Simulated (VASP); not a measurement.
# CdSe: X-ray absorption with a core hole, part 3 of 5

Wanted: the near-edge structure of CdSe. The cell has space group F-43m, a computed entry that need not be the common form of this compound. The start is a computed cell from the Materials Project.

VASP 6.6.1, plane waves and PAW; the level of theory is named at each step.

So far: The structure; Supercell without a hole.

### Step 3. L2,3 edge, Wyckoff site Cd a, full hole, excited electron kept

This step: supercell core-hole method, PBE, full hole, excited electron kept; plane waves and PAW (Cd, Cd, Se) (VASP 6.6.1).

One core electron of the first atom, a species of its own in POSCAR, is moved to the lowest empty state, so the cell stays neutral. NBANDS covers the range above the edge.

Contents of INCAR:

```
SYSTEM = CdSe
PREC = Accurate
ENCUT = 400
EDIFF = 1E-06
NELM = 100
ISMEAR = 0
SIGMA = 0.05
LREAL = Auto
ALGO = Normal
GGA = PE
LWAVE = .FALSE.
LCHARG = .FALSE.
ICORELEVEL = 2
CLNT = 1
CLN = 2
CLL = 1
CLZ = 1
CH_LSPEC = .TRUE.
CH_NEDOS = 1500
CH_SIGMA = 0.5
NBANDS = 1136
```

Contents of POSCAR:

```
CdSe
1.0
    0.0000000000      9.2108135958      9.2108135958
    9.2108135958      0.0000000000      9.2108135958
    9.2108135958      9.2108135958      0.0000000000
Cd Cd Se
1 26 27
Direct
    0.0000000000      0.0000000000      0.0000000000
    0.0000000000      0.0000000000      0.3333333333
    0.0000000000      0.0000000000      0.6666666667
    0.0000000000      0.3333333333      0.0000000000
    0.0000000000      0.3333333333      0.3333333333
    0.0000000000      0.3333333333      0.6666666667
    0.0000000000      0.6666666667      0.0000000000
    0.0000000000      0.6666666667      0.3333333333
    0.0000000000      0.6666666667      0.6666666667
    0.3333333333      0.0000000000      0.0000000000
    0.3333333333      0.0000000000      0.3333333333
    0.3333333333      0.0000000000      0.6666666667
    0.3333333333      0.3333333333      0.0000000000
    0.3333333333      0.3333333333      0.3333333333
    0.3333333333      0.3333333333      0.6666666667
    0.3333333333      0.6666666667      0.0000000000
    0.3333333333      0.6666666667      0.3333333333
    0.3333333333      0.6666666667      0.6666666667
    0.6666666667      0.0000000000      0.0000000000
    0.6666666667      0.0000000000      0.3333333333
    0.6666666667      0.0000000000      0.6666666667
    0.6666666667      0.3333333333      0.0000000000
    0.6666666667      0.3333333333      0.3333333333
    0.6666666667      0.3333333333      0.6666666667
    0.6666666667      0.6666666667      0.0000000000
    0.6666666667      0.6666666667      0.3333333333
    0.6666666667      0.6666666667      0.6666666667
    0.0833333333      0.0833333333      0.0833333333
    0.0833333333      0.0833333333      0.4166666667
    0.0833333333      0.0833333333      0.7500000000
    0.0833333333      0.4166666667      0.0833333333
    0.0833333333      0.4166666667      0.4166666667
    0.0833333333      0.4166666667      0.7500000000
    0.0833333333      0.7500000000      0.0833333333
    0.0833333333      0.7500000000      0.4166666667
    0.0833333333      0.7500000000      0.7500000000
    0.4166666667      0.0833333333      0.0833333333
    0.4166666667      0.0833333333      0.4166666667
    0.4166666667      0.0833333333      0.7500000000
    0.4166666667      0.4166666667      0.0833333333
    0.4166666667      0.4166666667      0.4166666667
    0.4166666667      0.4166666667      0.7500000000
    0.4166666667      0.7500000000      0.0833333333
    0.4166666667      0.7500000000      0.4166666667
    0.4166666667      0.7500000000      0.7500000000
    0.7500000000      0.0833333333      0.0833333333
    0.7500000000      0.0833333333      0.4166666667
    0.7500000000      0.0833333333      0.7500000000
    0.7500000000      0.4166666667      0.0833333333
    0.7500000000      0.4166666667      0.4166666667
    0.7500000000      0.4166666667      0.7500000000
    0.7500000000      0.7500000000      0.0833333333
    0.7500000000      0.7500000000      0.4166666667
    0.7500000000      0.7500000000      0.7500000000
```

Contents of KPOINTS:

```
Automatic mesh
0
Gamma
2 2 2
0 0 0
```

PAW data sets: Cd, Cd and Se (PBE family, release 64).

Command:

```
$ mpirun -np 8 vasp_std
```

What it wrote:

```text
[banner, memory and clock lines left out]
running    8 mpi-ranks, on    1 nodes
 distrk:  each k-point on    8 cores,    1 groups
 distr:  one band on    1 cores,    8 groups

 POSCAR found type information on POSCAR CdCdSe
 POSCAR found :  3 types and      54 ions
 [... a notice as in an earlier step ...]

 LDA part: xc-table for (Slater+PW92), standard interpolation
 POSCAR, INCAR and KPOINTS ok, starting setup
 FFT: planning ... GRIDC
 FFT: planning ... GRID_SOFT
 FFT: planning ... GRID
 WAVECAR not read
 entering main loop
       N       E                     dE             d eps       ncg     rms          rms(c)
DAV:   1     0.397365814515E+04    0.39737E+04   -0.14125E+05  6816   0.315E+02
DAV:   2     0.497233274186E+02   -0.39239E+04   -0.33425E+04  7736   0.125E+02
DAV:   3    -0.261129922312E+03   -0.31085E+03   -0.30346E+03  8056   0.387E+01
DAV:   4    -0.263819757141E+03   -0.26898E+01   -0.26876E+01  7736   0.381E+00
DAV:   5    -0.263827990044E+03   -0.82329E-02   -0.82325E-02  7928   0.172E-01    0.120E+02
DAV:   6    -0.252534129931E+03    0.11294E+02   -0.21697E+00  8288   0.337E+00    0.502E+01
DAV:   7    -0.251480404863E+03    0.10537E+01   -0.19589E+00  7848   0.106E+00    0.948E+00
DAV:   8    -0.251490419715E+03   -0.10015E-01   -0.32298E-01  7672   0.618E-01    0.185E+00
DAV:   9    -0.251487020475E+03    0.33992E-02   -0.16625E-02  7728   0.182E-01    0.713E-01
DAV:  10    -0.251489855973E+03   -0.28355E-02   -0.48403E-03  7728   0.535E-02    0.209E-01
DAV:  11    -0.251490938755E+03   -0.10828E-02   -0.48551E-04  7560   0.164E-02    0.462E-02
DAV:  12    -0.251491053173E+03   -0.11442E-03   -0.61970E-05  7952   0.568E-03    0.181E-02
DAV:  13    -0.251491084807E+03   -0.31634E-04   -0.11950E-05  7472   0.231E-03    0.636E-03
DAV:  14    -0.251491089034E+03   -0.42273E-05   -0.30220E-06  7680   0.106E-03    0.473E-03
DAV:  15    -0.251491090284E+03   -0.12495E-05   -0.49182E-07  7008   0.450E-04    0.970E-04
DAV:  16    -0.251491090408E+03   -0.12413E-06   -0.65221E-08  6344   0.181E-04
   1 F= -.25149109E+03 E0= -.25148547E+03  d E =-.112352E-01
 Starting Core_Hole_Spec
 Ending Core_Hole_Spec
```

The job ended after 40 min (8 MPI ranks of AMD EPYC 7R43, shared host; peak memory 5.2 GiB; 5.3 h of CPU time).

From OUTCAR (step 3):

```text
The static configuration has the point symmetry T_d .

 Found      3 irreducible k-points:

   k-points           NKPTS =      3   k-points in BZ     NKDIM =      3   number of bands    NBANDS=   1136

   NELECT =     487.0000    total number of electrons

 the core state eigenenergies are
   1-  1s -26766.2898  2s  -4086.8374  2p  -3697.8374  3s   -785.0304  3p   -653.8432
       3d   -450.3621  4s   -114.5496  4p    -74.1676
   2-  1s -26514.5963  2s  -3931.7657  2p  -3527.0196  3s   -728.6612  3p   -595.9503
       3d   -388.3984  4s   -100.8866  4p    -61.9512
   3-  1s -26514.5963  2s  -3931.7657  2p  -3527.0196  3s   -728.6612  3p   -595.9503
       3d   -388.3984  4s   -100.8866  4p    -61.9512
   4-  1s -26514.5963  2s  -3931.7657  2p  -3527.0196  3s   -728.6612  3p   -595.9503
       3d   -388.3984  4s   -100.8866  4p    -61.9512
   5-  1s -26514.5063  2s  -3931.6752  2p  -3526.9290  3s   -728.5717  3p   -595.8607
       3d   -388.3088  4s   -100.7989  4p    -61.8638
   6-  1s -26514.5963  2s  -3931.7657  2p  -3527.0196  3s   -728.6612  3p   -595.9503
       3d   -388.3984  4s   -100.8866  4p    -61.9512
   7-  1s -26514.5963  2s  -3931.7657  2p  -3527.0196  3s   -728.6612  3p   -595.9503
       3d   -388.3984  4s   -100.8866  4p    -61.9512
   8-  1s -26514.5963  2s  -3931.7657  2p  -3527.0196  3s   -728.6612  3p   -595.9503
       3d   -388.3984  4s   -100.8866  4p    -61.9512
   9-  1s -26514.5209  2s  -3931.6897  2p  -3526.9435  3s   -728.5862  3p   -595.8753
       3d   -388.3233  4s   -100.8136  4p    -61.8785
  10-  1s -26514.5963  2s  -3931.7657  2p  -3527.0196  3s   -728.6612  3p   -595.9503
       3d   -388.3984  4s   -100.8866  4p    -61.9512
  11-  1s -26514.5063  2s  -3931.6752  2p  -3526.9290  3s   -728.5717  3p   -595.8607
       3d   -388.3088  4s   -100.7989  4p    -61.8638
  12-  1s -26514.5963  2s  -3931.7657  2p  -3527.0196  3s   -728.6612  3p   -595.9503
       3d   -388.3984  4s   -100.8866  4p    -61.9512
  13-  1s -26514.5063  2s  -3931.6752  2p  -3526.9290  3s   -728.5717  3p   -595.8607
       3d   -388.3088  4s   -100.7989  4p    -61.8638
  14-  1s -26514.5063  2s  -3931.6752  2p  -3526.9290  3s   -728.5717  3p   -595.8607
       3d   -388.3088  4s   -100.7989  4p    -61.8638
  15-  1s -26514.5073  2s  -3931.6759  2p  -3526.9297  3s   -728.5728  3p   -595.8618
       3d   -388.3098  4s   -100.8007  4p    -61.8657
  16-  1s -26514.5963  2s  -3931.7657  2p  -3527.0196  3s   -728.6612  3p   -595.9503
       3d   -388.3984  4s   -100.8866  4p    -61.9512
  17-  1s -26514.5073  2s  -3931.6759  2p  -3526.9297  3s   -728.5728  3p   -595.8618
       3d   -388.3098  4s   -100.8007  4p    -61.8657
  18-  1s -26514.5073  2s  -3931.6759  2p  -3526.9297  3s   -728.5728  3p   -595.8618
       3d   -388.3098  4s   -100.8007  4p    -61.8657
  19-  1s -26514.5963  2s  -3931.7657  2p  -3527.0196  3s   -728.6612  3p   -595.9503
       3d   -388.3984  4s   -100.8866  4p    -61.9512
  20-  1s -26514.5963  2s  -3931.7657  2p  -3527.0196  3s   -728.6612  3p   -595.9503
[...]
54-  1s -12495.8748  2s  -1599.3888  2p  -1405.7375  3s   -206.0546  3p   -145.5248
       3d    -45.7092

 E-fermi :   2.3825

 k-point     1 :       0.0000    0.0000    0.0000
  band No.  band energies     occupation
    ...
    240       0.2302      2.00000
    241       0.7329      2.00000
    242       0.7329      2.00000
    243       0.7329      2.00000
    244       1.1959      2.00000
    245       2.5456      0.00000
    246       3.0279      0.00000
    247       3.0279      0.00000
    248       3.0279      0.00000
    249       3.1247      0.00000
    ...

 k-point     2 :       0.5000    0.0000    0.0000
  band No.  band energies     occupation
    ...
    240       0.4919      2.00000
    241       0.4919      2.00000
    242       0.5718      2.00000
    243       0.5718      2.00000
    244       2.3586      1.50000
    245       2.5933      0.00000
    246       2.9857      0.00000
    247       3.3698      0.00000
    248       3.8212      0.00000
    249       3.8212      0.00000
    ...

  Total       14.7570131     14.7570131     14.7570131     -0.0000000     -0.0000000      0.0000000
  in kB       15.1281238     15.1281238     15.1281238     -0.0000000     -0.0000000      0.0000000
  external PRESSURE =      15.1281238 kB  Pullay stress =       0.0000000 kB

 POSITION                                       TOTAL-FORCE (eV/Angst)
 -----------------------------------------------------------------------------------
      0.00000      0.00000      0.00000        -0.000000     -0.000000     -0.000000
      3.07027      3.07027      0.00000         0.109080      0.109080     -0.115960
      6.14054      6.14054      0.00000        -0.109080     -0.109080     -0.115960
      3.07027      0.00000      3.07027         0.109080     -0.115960      0.109080
      6.14054      3.07027      3.07027         0.008484     -0.008484     -0.008484
      9.21081      6.14054      3.07027         0.115960     -0.109080      0.109080
      6.14054      0.00000      6.14054        -0.109080     -0.115960     -0.109080
      9.21081      3.07027      6.14054         0.115960      0.109080     -0.109080
     12.28108      6.14054      6.14054         0.011564     -0.011564     -0.011564
      0.00000      3.07027      3.07027        -0.115960      0.109080      0.109080
      3.07027      6.14054      3.07027        -0.008484      0.008484     -0.008484
      6.14054      9.21081      3.07027        -0.109080      0.115960      0.109080
      3.07027      3.07027      6.14054        -0.008484     -0.008484      0.008484
      6.14054      6.14054      6.14054         0.008484      0.008484      0.008484
      9.21081      9.21081      6.14054        -0.000000     -0.000000      0.025511
      6.14054      3.07027      9.21081        -0.109080      0.109080      0.115960
      9.21081      6.14054      9.21081        -0.000000      0.025511     -0.000000
     12.28108      9.21081      9.21081        -0.025511     -0.000000     -0.000000
      0.00000      6.14054      6.14054        -0.115960     -0.109080     -0.109080
      3.07027      9.21081      6.14054         0.109080      0.115960     -0.109080
      6.14054     12.28108      6.14054        -0.011564      0.011564     -0.011564
      3.07027      6.14054      9.21081         0.109080     -0.109080      0.115960
      6.14054      9.21081      9.21081         0.025511     -0.000000     -0.000000
      9.21081     12.28108      9.21081        -0.000000     -0.025511     -0.000000
      6.14054      6.14054     12.28108        -0.011564     -0.011564      0.011564
      9.21081      9.21081     12.28108        -0.000000     -0.000000     -0.025511
     12.28108     12.28108     12.28108         0.011564      0.011564      0.011564
      1.53514      1.53514      1.53514        -0.072618     -0.072618     -0.072618
      4.60541      4.60541      1.53514        -0.000000     -0.000000      0.009483
      7.67568      7.67568      1.53514         0.072618      0.072618     -0.072618
      4.60541      1.53514      4.60541        -0.000000      0.009483     -0.000000
      7.67568      4.60541      4.60541        -0.009483     -0.000000     -0.000000
     10.74595      7.67568      4.60541        -0.016065      0.016065     -0.035763
      7.67568      1.53514      7.67568         0.072618     -0.072618      0.072618
     10.74595      4.60541      7.67568        -0.016065     -0.035763      0.016065
     13.81622      7.67568      7.67568         0.035763      0.016065      0.016065
      1.53514      4.60541      4.60541         0.009483     -0.000000     -0.000000
      4.60541      7.67568      4.60541        -0.000000     -0.009483     -0.000000
[...]
-----------------------------------------------------------------------------------
    total drift:                               -0.000020     -0.000020     -0.000020

  FREE ENERGIE OF THE ION-ELECTRON SYSTEM (eV)
  ---------------------------------------------------
  free  energy   TOTEN  =      -251.4910904078 eV

  energy  without entropy=     -251.4798552139  energy(sigma->0) =     -251.48547281

[... 7 parts as in an earlier step ...]

[... 1 further part left out ...]
```

This run has no spin polarisation.

Numbers from this step:

```
free energy (TOTEN)     : -251.4911 eV
energy at zero smearing : -251.4855 eV
Fermi energy            : 2.382 eV
pressure                : 1.513 GPa
```

The imaginary dielectric function times 10^5, xx has structure finer than the step of the table below, so its rows give means over 2 eV, whole bins alone (the curve runs from 3530 to 3575 eV). Peaks (eV: height): 3544.9: 0.0492, 3553.8: 0.0680, 3564.2: 0.0652, 3568.1: 0.0541.

Smoothed further by a Gaussian, to a width of roughly 2 to 2.4 eV in all; heights scale with one over the cell volume; the energy axis is the program's own, and the fall at its high end is where NBANDS ends. The imaginary dielectric function times 10^5, xx by photon energy; means over each step:

```tsv
photon energy (eV)	imaginary dielectric function times 10^5, xx
3532	1.7e-4
3534	0.00535
3536	0.0183
3538	0.0226
3540	0.0242
3542	0.0319
3544	0.0426
3546	0.0433
3548	0.0430
3550	0.0474
3552	0.0588
3554	0.0653
3556	0.0566
3558	0.0578
3560	0.0541
3562	0.0429
3564	0.0612
3566	0.0478
3568	0.0521
3570	0.0279
3572	0.00189
```

The smoothed xx curve reaches a tenth of its top at about 3534 eV.

(Continued in part 4 of 5.)

[Lines on the potential files, build, host, timing and source positions are cut from VASP's logs without a mark.]

[Logs are printed without paths, hosts, clocks, repeated set-up lines and the standing remarks that a program may print on its own settings, such as how far it seeks lower states.]

[Hosts, paths, dates, database ids (printed as entryN), source tags and the programs' standing remarks are cut or masked in the printed files.]
